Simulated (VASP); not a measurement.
Pb: single point with LDA

The system is Pb.

```
CELL_PARAMETERS angstrom
3.48000 0.00000 0.00000
-1.74000 3.01377 0.00000
0.00000 0.00000 5.59000
ATOMIC_POSITIONS crystal
Pb 0.33333 0.66667 0.25000
Pb 0.66667 0.33333 0.75000
```

This isn't the form of Pb at room conditions, which is fcc.

| Item | Value |
| --- | --- |
| Program | VASP 6.6.1 |
| Task | single point |
| Functional | LDA |
| Potentials or basis | VASP PAW LDA potentials, release 64 (Pb_d) |
| Cutoff | 520 eV |
| k mesh | 14 × 14 × 8 |
| Occupations | fermi-dirac, width 0.08 eV |
| Spin | no spin polarisation |
| Dipole correction | no |
| Further INCAR settings | ALGO = Fast; EDIFF = 1e-06; NBANDS = 21 |

```json
{
 "Pressure": "-0.6 GPa",
 "Band gap on the k mesh": "none (metal or under the smearing width)"
}
```

Stress tensor (GPa, compression positive):
```
-1.20  0.00  0.00
 0.00 -1.20  0.00
 0.00  0.00  0.58
```

Levels at points of the mesh, in eV from the Fermi level:
```
           k point  band 12  band 13  band 14  band 15  band 16  band 17
(0.00, 0.00, 0.00)    -8.00    -4.28     5.54     5.54     7.45     7.45
(0.50, 0.00, 0.00)    -7.16    -2.88    -1.41    -0.52     1.83     1.96
(0.00, 0.00, 0.50)   -10.68     1.04     1.04     6.45     6.45     6.45
(0.50, 0.00, 0.50)    -7.56    -3.79    -3.79     3.42     3.42     3.75
```

It took 73 s on 1 thread of AMD EPYC 9R45 (Zen 5) (shared host), peak memory 0.21 GiB.

Spin-orbit coupling is left out, which matters for the levels of Pb.
